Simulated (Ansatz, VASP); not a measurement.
## BiN in two plane-wave programs

One calculation is typed for both programs; each brings its own data sets. How far apart do they land? The cell is generated by rule, not measured, and may not be a known phase. The two relaxations start from unlike cells of this crystal (the structure described is Ansatz's start), so only their ends are compared.

Program: Ansatz 0.2.0. Level of theory: plane waves, with VASP 6.6.1 beside it; relaxation of cell and atoms at PBEsol. Results are calculated unless marked as measured.

The structure was built from a prototype and need not be the compound's stable phase.

## 1. The structure

It takes space group Cmmm (No. 65, orthorhombic). Conventional cell: a = 6.275 Å, b = 6.275 Å, c = 3.138 Å, α = 90.00°, β = 90.00°, γ = 90.00°. Nearest to Bi lie 8 N at 2.59 to 2.86 Å. Nearest to N lie 8 Bi at 2.59 to 2.86 Å. Farther neighbours and most contacts between anions are not listed.

Coordinates:

```
Bi N
1.0
    -3.13766    0.00000    0.00000
     0.00000   -3.13766   -3.13766
     0.00000   -3.13766    3.13766
Bi N
2 2
Direct
  0.00000 0.99754 0.00246
  0.00000 0.50246 0.49754
  0.50000 0.96494 0.46494
  0.50000 0.53506 0.03506
```

## 2. VASP: relaxation of cell and atoms, PBEsol

The relaxed volume is the usual yardstick between codes: in a stiff, nearly cubic crystal its relative difference is about their pressure difference at one cell divided by the bulk modulus.

Lines of VASP's logs that name or quote its potential files are left out, and so is its time.

File INCAR:

```
SYSTEM = BiN
PREC = Accurate
ENCUT = 600
EDIFF = 1E-07
NELM = 120
ISMEAR = 1
SIGMA = 0.15
LREAL = .FALSE.
ALGO = Normal
GGA = PS
NBANDS = 26
LORBIT = 11
LWAVE = .FALSE.
LCHARG = .FALSE.
ISIF = 3
IBRION = 2
NSW = 80
EDIFFG = -0.005
LASPH = .TRUE.
GGA_COMPAT = .FALSE.
NELMIN = 4
KPAR = 2
```

File POSCAR:

```
BiN
1.0
   -3.1256637337      0.0000000000      0.0000000000
    0.0000000000     -3.2769604962     -3.1474715841
    0.0000000000     -3.2769604962      3.1474715841
Bi N
2 2
Direct
    0.0000000000      0.9852286072      0.0147713928
    0.0000000000      0.5147713928      0.4852286072
    0.5000000000      0.9539487899      0.4539487899
    0.5000000000      0.5460512101      0.0460512101
```

File KPOINTS:

```
Automatic mesh
0
Gamma
12 8 8
0 0 0
```

PAW data sets: Bi_d and N (PBE family, release 64).

The run is started by

```sh
$ mpirun -np 2 vasp_std
```

Numbers of over 12 decimals in the logs are rounded to 6 here.

Log:

```text
[banner, memory and clock lines left out]
running    2 mpi-ranks, on    1 nodes
 distrk:  each k-point on    1 cores,    2 groups
 distr:  one band on    1 cores,    1 groups

 POSCAR found type information on POSCAR BiN
 POSCAR found :  2 types and       4 ions
|                                                                             |
|               ----> ADVICE to this user running VASP <----                  |
|                                                                             |
|     You enforced a specific xc type in the INCAR file but a different       |
|     [... a line on the potential file left out ...]
|     I HOPE YOU KNOW WHAT YOU ARE DOING!                                     |
|                                                                             |

 LDA part: xc-table for (Slater+PW92), standard interpolation
 POSCAR, INCAR and KPOINTS ok, starting setup
 FFT: planning ... GRIDC
 FFT: planning ... GRID_SOFT
 FFT: planning ... GRID
 WAVECAR not read
 entering main loop
       N       E                     dE             d eps       ncg     rms          rms(c)
DAV:   1     0.458261016072E+03    0.45826E+03   -0.22792E+04  7644   0.218E+03
DAV:   2     0.292899234738E+02   -0.42897E+03   -0.42049E+03  7898   0.540E+02
DAV:   3    -0.223446727061E+02   -0.51635E+02   -0.50041E+02  9472   0.185E+02
DAV:   4    -0.247767368171E+02   -0.24321E+01   -0.24149E+01  8738   0.401E+01
DAV:   5    -0.248606105050E+02   -0.83874E-01   -0.83811E-01 10838   0.773E+00    0.107E+01
DAV:   6    -0.218149849452E+02    0.30456E+01   -0.32106E+01 10260   0.306E+01    0.648E+00
DAV:   7    -0.211261679799E+02    0.68882E+00   -0.41583E+00  8710   0.109E+01    0.235E+00
DAV:   8    -0.211040960069E+02    0.22072E-01   -0.56779E-01  7822   0.399E+00    0.641E-01
DAV:   9    -0.210959150263E+02    0.81810E-02   -0.35697E-02  9858   0.110E+00    0.352E-01
DAV:  10    -0.210961060961E+02   -0.19107E-03   -0.55086E-03  8144   0.525E-01    0.609E-02
DAV:  11    -0.210961027084E+02    0.33877E-05   -0.37964E-04 11012   0.116E-01    0.186E-02
DAV:  12    -0.210960988939E+02    0.38145E-05   -0.31569E-05  8322   0.376E-02    0.821E-03
DAV:  13    -0.210960982893E+02    0.60458E-06   -0.23855E-06  8224   0.916E-03    0.341E-03
DAV:  14    -0.210960978389E+02    0.45045E-06   -0.84114E-08  4200   0.307E-03    0.120E-03
DAV:  15    -0.210960976787E+02    0.16021E-06   -0.67959E-08  3954   0.174E-03    0.119E-04
DAV:  16    -0.210960976988E+02   -0.20108E-07   -0.12221E-08  3932   0.133E-03
   1 F= -.21096098E+02 E0= -.21095892E+02  d E =-.210961E+02
[...]
2 F= -.21096101E+02 E0= -.21095898E+02  d E =-.377821E-05
[...]
3 F= -.21096101E+02 E0= -.21095898E+02  d E =-.333661E-05
 curvature:   2.95 expect dE= 0.186E-04 dE for cont linesearch  0.162E-06
 trial: gam= 0.80188 g(F)=  0.372E-05 g(S)=  0.261E-05 ort =-0.695E-06 (trialstep = 0.840E+00)
 search vector abs. value=  0.108E-04
 bond charge predicted
       N       E                     dE             d eps       ncg     rms          rms(c)
DAV:   1    -0.210961110856E+02   -0.10125E-04   -0.16350E-03  8552   0.279E-01    0.146E-02
DAV:   2    -0.210961068598E+02    0.42258E-05   -0.39887E-05  9270   0.606E-02    0.790E-03
DAV:   3    -0.210961044220E+02    0.24378E-05   -0.64805E-06 10456   0.287E-02    0.275E-03
DAV:   4    -0.210961044556E+02   -0.33622E-07   -0.13920E-06  9280   0.891E-03    0.116E-03
DAV:   5    -0.210961045181E+02   -0.62522E-07   -0.11255E-07  3880   0.331E-03
   4 F= -.21096105E+02 E0= -.21095905E+02  d E =-.348273E-05
 trial-energy change:   -0.000003  1 .order   -0.000004   -0.000005   -0.000003
 step:   1.8083(harm=  1.8083)  dis= 0.00071  next Energy=   -21.096106 (dE=-0.522E-05)
 reached required accuracy - stopping structural energy minimisation
```

Parts of OUTCAR (step 2):

```text
ion  position               nearest neighbor table
   1  0.000  0.985  0.015-   3 2.53   4 2.53   3 2.53   4 2.53   2 2.96   2 3.28   2 3.28   2 3.33

  LATTYP: Found a base centered orthorhombic cell.
 ALAT       =     6.2949431682
 B/A-ratio  =     1.0411406135
 C/A-ratio  =     0.4965356557

 Subroutine GETGRP returns: Found  8 space group operations
 (whereof  4 operations were pure point group operations)

The static configuration has the point symmetry C_2v.
 The point group associated with its full space group is D_2h.

 Found    147 irreducible k-points:

   k-points           NKPTS =    147   k-points in BZ     NKDIM =    147   number of bands    NBANDS=     26

   dimension x,y,z NGX =    28 NGY =   36 NGZ =   36
   dimension x,y,z NGXF=    56 NGYF=   72 NGZF=   72

   ENCUT  =  600.0 eV  44.10 Ry    6.64 a.u.   6.24  9.07  9.07*2*pi/ulx,y,z

   NELECT =      40.0000    total number of electrons

 k-points in reciprocal lattice and weights: Automatic mesh
   0.00000000  0.00000000  0.00000000       0.001
   0.08333333  0.00000000  0.00000000       0.003
   0.16666667  0.00000000  0.00000000       0.003
   0.25000000  0.00000000  0.00000000       0.003
   0.33333333  0.00000000  0.00000000       0.003
   0.41666667  0.00000000  0.00000000       0.003
   0.50000000  0.00000000  0.00000000       0.001
   0.00000000  0.12500000  0.00000000       0.005
   0.08333333  0.12500000  0.00000000       0.010
[...]
0.41666667  0.50000000  0.50000000       0.003
   0.50000000  0.50000000  0.50000000       0.001

 average (electrostatic) potential at core
       1-101.9470       2-101.9470       3 -59.2303       4 -59.2303

 E-fermi :   9.0885

 k-point     1 :       0.0000    0.0000    0.0000
  band No.  band energies     occupation
    ...
     16       3.1833      2.00000
     17       6.9608      2.00000
     18       7.2013      2.00000
     19       7.3175      2.00000
     20       8.6747      2.00068
     21      11.6830     -0.00000
     22      12.8654      0.00000
     23      15.1944      0.00000
     24      16.3485      0.00000
     25      16.3993      0.00000
    ...

 k-point     2 :       0.0833    0.0000    0.0000
  band No.  band energies     occupation
    ...
     16       3.2560      2.00000
     17       6.8444      2.00000
     18       7.2777      2.00000
     19       7.3780      2.00000
     20       8.4686      2.00000
     21      11.6526     -0.00000
     22      12.5915      0.00000
     23      15.1524      0.00000
     24      15.1718      0.00000
     25      15.1870      0.00000
    ...

 k-point     3 :       0.1667    0.0000    0.0000
  band No.  band energies     occupation
    ...
     16       3.6090      2.00000
     17       6.6312      2.00000
     18       7.4647      2.00000
     19       7.5245      2.00000
     20       7.9899      2.00000
     21      11.4032     -0.00000
     22      11.8405     -0.00000
     23      13.1474      0.00000
     24      13.5688      0.00000
     25      15.0308      0.00000
    ...

  Total        0.0094632      0.0069892     -0.0017542      0.0000000      0.0000000      0.0000000
  in kB        0.2352886      0.1737764     -0.0436162      0.0000000      0.0000000      0.0000000
  external PRESSURE =       0.1218163 kB  Pullay stress =       0.0000000 kB

  energy-cutoff  :      600.00
  volume of cell :       64.44
      direct lattice vectors                 reciprocal lattice vectors
    -3.125354226  0.000000000  0.000000000    -0.319963731  0.000000000  0.000000000
     0.000000000 -3.275438482 -3.147372073     0.000000000 -0.152651318 -0.158862692
     0.000000000 -3.275438482  3.147372073     0.000000000 -0.152651318  0.158862692

 POSITION                                       TOTAL-FORCE (eV/Angst)
 -----------------------------------------------------------------------------------
      0.00000     -3.27544     -3.05468         0.000000      0.000000     -0.000719
      0.00000     -3.27544     -0.09269         0.000000      0.000000      0.000719
     -1.56268     -4.61199     -1.57369         0.000000     -0.004460      0.000000
     -1.56268     -1.93889     -1.57369         0.000000      0.004460      0.000000
 -----------------------------------------------------------------------------------
    total drift:                                0.000000     -0.000000     -0.000000

  FREE ENERGIE OF THE ION-ELECTRON SYSTEM (eV)
  ---------------------------------------------------
  free  energy   TOTEN  =       -21.0961045181 eV

  energy  without entropy=      -21.0955059846  energy(sigma->0) =      -21.09590501

 reached required accuracy - stopping structural energy minimisation

 total charge
# of ion       s       p       d       tot
------------------------------------------
    1        1.594   1.082   9.995  12.672
    2        1.594   1.082   9.995  12.672
    3        1.307   2.172   0.000   3.479
    4        1.307   2.172   0.000   3.479
--------------------------------------------------
tot          5.803   6.508  19.990  32.302

[... 3 further parts left out ...]
```

CONTCAR:

```
BiN
   1.00000000000000
    -3.1253542259380689    0.0000000000000000    0.0000000000000000
     0.0000000000000000   -3.2754384822800260   -3.1473720732165997
     0.0000000000000000   -3.2754384822800260    3.1473720732165997
  Bi              N
     2     2
Direct
     0.0000000000000000    0.9852742633987733    0.0147257366012268
     0.0000000000000000    0.5147257366012267    0.4852742633987732
     0.5000000000000000    0.9540264478847221    0.4540264478847221
     0.5000000000000000    0.5459735521152779    0.0459735521152779
```

The run keeps the 8 symmetry operations of its start, so it cannot find a distortion of lower symmetry.

## 3. Ansatz: relaxation of cell and atoms, PBEsol

Ansatz runs on its default PAW (the set named soft_2) files.

Its own start cell and the same functional, mesh and smearing now go to Ansatz, which takes its cutoff from its data sets.

File input.yaml:

```yaml
crystal:
  lattice:
    - [-3.1376580057, 0.0, 0.0]
    - [0.0, -3.1376580057, -3.1376580057]
    - [0.0, -3.1376580057, 3.1376580057]
  atoms:
    - { symbol: Bi, position: [0.0, -0.0024568378, 0.0024568378] }
    - { symbol: Bi, position: [0.0, 0.5024568378, 0.4975431622] }
    - { symbol: "N", position: [0.5, -0.0350579954, 0.4649420046] }
    - { symbol: "N", position: [0.5, 0.5350579954, 0.0350579954] }
kpoints:
  mp_grid: { grid: [12, 8, 8] }
hamiltonian:
  xc: pbesol
scf:
  occupations: { method: methfessel_paxton, width: 0.15 }
output:
  forces: true
  stress: true
  eigenvalues: true
relax:
  adjacent_minimum: "off"
  f_tol: 0.002
  max_steps: 120
  cell: { stress_tol: 0.03 }
```

The run is started by

```sh
$ ansatz run input.yaml --threads 4 --pin off --max-ram 7168MiB --backend cpu --events-out ev --progress --plain --runs-dir out
```

Log:

```text
Engine: ansatz 0.2.0, aarch64-unknown-linux-gnu
Pseudopotentials: kind: paw
Pseudopotential: Bi, paw, valence charge 15, recommended cutoff 420 eV (normal), Bi.paw.azcp
Pseudopotential: N, paw, valence charge 5, recommended cutoff 420 eV (normal), N.paw.azcp
Functional definition: PBEsol
  exchange = pbesol_x
  correlation = pbesol_c
Crystal: 4 atoms, lattice volume = 61.780 Å³
Basis set: ecut = 420 eV, 1195 PW (Γ), exchange–correlation on 48×60×60 points (8 copies of the dense FFT grid, shifted against one another)
Bands: 24, of which v1, the nominal top of the filled ones, is band 20 counted from 1 (19 counted from 0)
Symmetry: 8 space group operations
Space group: Cmmm (ITA 65), of the structure as read, at distance tolerance 4.0e-5 Å
k-points: 147 of 768
Non-local potential: Bi, projectors of the file, l = 0: 2, l = 1: 2, l = 2: 2, l = 3: 2
Non-local potential: N, projectors of the file, l = 0: 2, l = 1: 2, l = 2: 1
PAW form: soft (Blöchl's): semilocal exchange-correlation on the pseudo side does not see the compensation charge
PAW frozen core: Bi, regenerated for the run's functional, and the local potential with it (the file was generated under x = pbe(κ = 0.804, μ = 0.219515), c = pbe(β = 0.066725))
PAW frozen core: N, regenerated for the run's functional, and the local potential with it (the file was generated under x = pbe(κ = 0.804, μ = 0.219515), c = pbe(β = 0.066725))
PAW one-centre angular grid: Bi, 590 points (default); XC on 64 Gauss nodes
PAW one-centre angular grid: N, 110 points (default); XC on 64 Gauss nodes
Initial density: superposition of atomic densities (neutral atoms: chi_scale 0, normalization atom), corrected by the library's trained network
Initial wavefunctions: pseudopotential atomic-orbital guess
Functional: x = pbesol(κ = 0.804, μ = 0.123457), c = pbesol(β = 0.046)
SCF iter   1: F=—  HF=-25236.138894 eV  |F-HF|=—  |Δ(HF+E_count)|=         —  Δρ=1.53e-2  dr2=1.83e-1  ethr=1.77e-3  ⟨swp⟩=5.5  Hψ=15692  notcnv=0
preconditioner: auto → Kerker (q_TF=auto, 2.538 Å⁻¹)  [metal: Δε(μ)=0.009 eV  Ē_g=17.382 eV  σ=0.150 eV  W_gap=0.05  n_scr=18 (ndim 8)  ℏωp=29.9 eV  f_vac=0.000  D(μ)=1.72/eV (n_scr^D=10)]
SCF iter   2: F=—  HF=-25236.112780 eV  |F-HF|=—  |Δ(HF+E_count)|=   2.61e-2  S|Δr|=    0.00e0  Δρ=7.01e-3  dr2=4.25e-2  ethr=4.58e-4  ⟨swp⟩=1.0  Hψ=4705  notcnv=0
SCF iter   3: F=—  HF=-25236.105106 eV  |F-HF|=—  |Δ(HF+E_count)|=   7.67e-3  S|Δr|=    0.00e0  Δρ=8.83e-4  dr2=5.93e-4  ethr=1.06e-4  ⟨swp⟩=2.0  Hψ=4095  notcnv=0
SCF iter   4: F=—  HF=-25236.104990 eV  |F-HF|=—  |Δ(HF+E_count)|=   1.17e-4  S|Δr|=    0.00e0  Δρ=1.22e-4  dr2=9.72e-6  ethr=1.48e-6  ⟨swp⟩=2.1  Hψ=4747  notcnv=0
SCF iter   5: F=—  HF=-25236.104932 eV  |F-HF|=—  |Δ(HF+E_count)|=   5.73e-5  S|Δr|=    0.00e0  Δρ=4.72e-5  dr2=2.31e-6  ethr=2.43e-8  ⟨swp⟩=2.6  Hψ=6224  notcnv=0
SCF iter   6: F=-25236.104932 eV  HF=-25236.104932 eV  |F-HF|=3.89e-8  |Δ(HF+E_count)|=   6.20e-7  S|Δr|=    0.00e0  Δρ=1.02e-5  dr2=9.29e-8  ethr=2.50e-10  ⟨swp⟩=4.8  Hψ=19506  notcnv=0
SCF 1 converged in 6 iterations: F = -25236.104932 eV  dr2 = 9.29e-8
  greatest PAW one-centre occupation: 0.990 electrons in one spin orbital (limit 2), on the Bi atom at site 1 (counted from 0), in its partial waves of l = 2
relax step   1: F+E_penalty+E_count = -25236.10493173 eV  Δ(F+E_penalty+E_count) = +0.000e0 eV  max|allowed force component| = 7.039e-1 eV/Å  Δτ_max = 0.0000 Å  P = +1.564 GPa  Ω = 61.780 Å³  (6 SCF iters, dr2 threshold 1.00e-7 eV, accepted)
[...]
relax step   9: F+E_penalty+E_count = -25236.21091457 eV  Δ(F+E_penalty+E_count) = -7.923e-3 eV  max|allowed force component| = 9.315e-4 eV/Å  Δτ_max = 0.0000 Å  P = +0.147 GPa  Ω = 64.383 Å³  stress off target by 3.13e-1 GPa  SCF on the basis re-selected at this cell (its energy is not comparable with the rows above)  (6 SCF iters)
[...]
relax step  10: F+E_penalty+E_count = -25236.21075769 eV  Δ(F+E_penalty+E_count) = +1.569e-4 eV  max|allowed force component| = 1.839e-3 eV/Å  Δτ_max = 0.0031 Å  P = +0.008 GPa  Ω = 64.534 Å³  energy of the carried Pulay correction = -2.994e-4 eV  (4 SCF iters, dr2 threshold 2.45e-7 eV, accepted)
[...]
relax step  11: F+E_penalty+E_count = -25236.21075142 eV  Δ(F+E_penalty+E_count) = +6.266e-6 eV  max|allowed force component| = 9.033e-5 eV/Å  Δτ_max = 0.0002 Å  P = +0.002 GPa  Ω = 64.539 Å³  energy of the carried Pulay correction = -3.098e-4 eV  (3 SCF iters, dr2 threshold 7.88e-9 eV, accepted)
[...]
relax step  12: F+E_penalty+E_count = -25236.21106048 eV  Δ(F+E_penalty+E_count) = -3.091e-4 eV  max|allowed force component| = 1.076e-4 eV/Å  Δτ_max = 0.0000 Å  P = +0.003 GPa  Ω = 64.539 Å³  stress off target by 7.69e-3 GPa  SCF on the basis re-selected at this cell (its energy is not comparable with the rows above)  (5 SCF iters)
basis re-selected at this cell: Δ(F+E_penalty+E_count) = -3.091e-4 eV, ΔP = +0.002 GPa vs the last step (what re-selecting the basis moved, of the pressure what is left beyond the Pulay correction that the steps carried, after the strain that the cell walked since its last selection, with what the two solves' SCF thresholds leave and, on support functions, any second-order correction that the steps lacked; it is no m [...]
SCF converged after 5 iterations
Stability not checked: this state was not tested for a lower state beside it, because cold or Methfessel-Paxton smearing, or corrected tetrahedra, fill the levels in a way that the test cannot read (fill_not_monotonic; see scf.lower_state_search)
Free energy (F): -25236.211060 eV
Harris-Foulkes:  -25236.211060 eV  (|F-HF|=3.64e-12)
Internal energy: -25236.210369 eV  (E = F + TS)
E sigma→0 (E₀):  -25236.210888 eV
Entropy (-TS):   -0.000692 eV (-0.173 meV/atom)
Fermi energy:    13.439648 eV
--- Per-component energies (eV) ---
  E_band       = -53.719209
  E_kinetic    = 855.073568
  E_local      = -2781.878401  (includes V_loc(G=0)·N_el)
  E_nonlocal   = 1222.114833
  E_hartree    = 851.091387
  E_xc         = -419.772172
  E_vxc        = -440.266053  (∫ρ·V_xc dr)
  E_paw        = -21261.867218  (= ΣΔE_a)
  E_vpaw       = -610.945095  (= ΣTr[D̂ρ^β])
  E_aug_tail   = -0.000779  (compensation charges beyond the density's cutoff)
  E_ewald      = -3701.207288
  E_core_change = 0.235702  (= ΣΔE_core)
  E_smearing   = -0.000692  (= −TS)
  E_closure    = 0.000000  (closes the sum)
  Σ components = -25236.211060   (vs F -25236.211060, Δ=0.00e0)
--- Forces (eV/Å), atoms counted from 1 ---
  atom   1  Bi     0.00000000     0.00000000    -0.00009832
  atom   2  Bi     0.00000000     0.00000000     0.00009832
  atom   3  N      0.00000000    -0.00010756     0.00000000
  atom   4  N      0.00000000     0.00010756     0.00000000
  max |Σ_I F_I| component: 1.36e-20 eV/Å
--- Stress (GPa, compression-positive) ---
        0.002903       0.000000       0.000000
        0.000000       0.007694       0.000000
        0.000000       0.000000      -0.000364
  P = ⅓ Tr σ = 0.0034 GPa (0.034 kbar)
--- Band table (eV; the first three rows and the last of 147) ---
  k-point 0: bands = [... 16 lower, 11.3096, 11.5527, 11.6689, 13.0230, 16.0181, 17.2192, 19.5195, 20.6991]
  k-point 1: bands = [... 16 lower, 11.3781, 11.4022, 11.8440, 13.0128, 16.0081, 17.0598, 19.0501, 19.6959]
  k-point 2: bands = [... 16 lower, 10.8962, 11.5633, 12.4408, 12.9716, 15.7931, 16.6650, 18.1675, 18.7390]
  k-point 146: bands = [... 16 lower, 7.7531, 7.8393, 12.9387, 13.1755, 16.1641, 16.9928, 17.0937, 17.0939]
--- Relaxed structure (10 steps of the walk, 9 accepted, 2 SCFs on fresh bases) ---
  F+E_penalty+E_count = -25236.21106048 eV   max|allowed force component| = 1.076e-4 eV/Å   (the final SCF, on the basis selected at the relaxed cell)
  cell:  # Å, volume = 64.5389 Å³
    - [-3.124864, 0.0, 0.0]
    - [0.0, -3.279511, -3.148844]
    - [0.0, -3.279511, 3.148844]
  atoms:
    - { symbol: Bi, position: [0, -0.015129, 0.015129] }
    - { symbol: Bi, position: [0, 0.515129, 0.484871] }
    - { symbol: N, position: [0.500000, -0.046462, 0.453538] }
    - { symbol: N, position: [0.500000, 0.546462, 0.046462] }
```

Reading the cycles: dr2 is the Hartree energy of the density residual (eV), the measure of convergence; HF is the Harris–Foulkes estimate of the energy, which meets the free energy F at convergence.

## 4. Side by side

Known differences besides the potentials themselves: the cutoff is 420 eV in Ansatz and 600 eV in VASP; Ansatz makes its cores anew for this functional, VASP keeps those of its PBE data sets; Ansatz adds a Pulay correction to the stress that steers its cell, VASP none. Total energies have different zeros and are not compared.

Compared:

```csv
quantity,Ansatz,VASP,difference
volume (Å³),64.54,64.44,+0.16 %
"edge a after relaxation, in the typed setting (Å)",3.125,3.125,-0.02 %
"edge b after relaxation, in the typed setting (Å)",4.546,4.543,+0.09 %
```

## 5. Summary of results

```json
{
 "difference in volume (relaxation of cell and atoms, PBEsol)": "0.16 %"
}
```

The difference in volume is 0.16 % (relaxation of cell and atoms, PBEsol), within the 1.2 % picked in this series as the mark of a large difference, as far as the stopping tolerances let one tell. How closely two codes agree says nothing of how well the functional describes the real material.

[Lines on the potential files, build, host, timing and source positions are cut from VASP's logs without a mark.]

[Logs are printed without paths, hosts, clocks, repeated set-up lines and the standing remarks that a program may print on its own settings, such as how far it seeks lower states.]

[Hosts, paths, dates, database ids (printed as entryN), source tags and the programs' standing remarks are cut or masked in the printed files.]
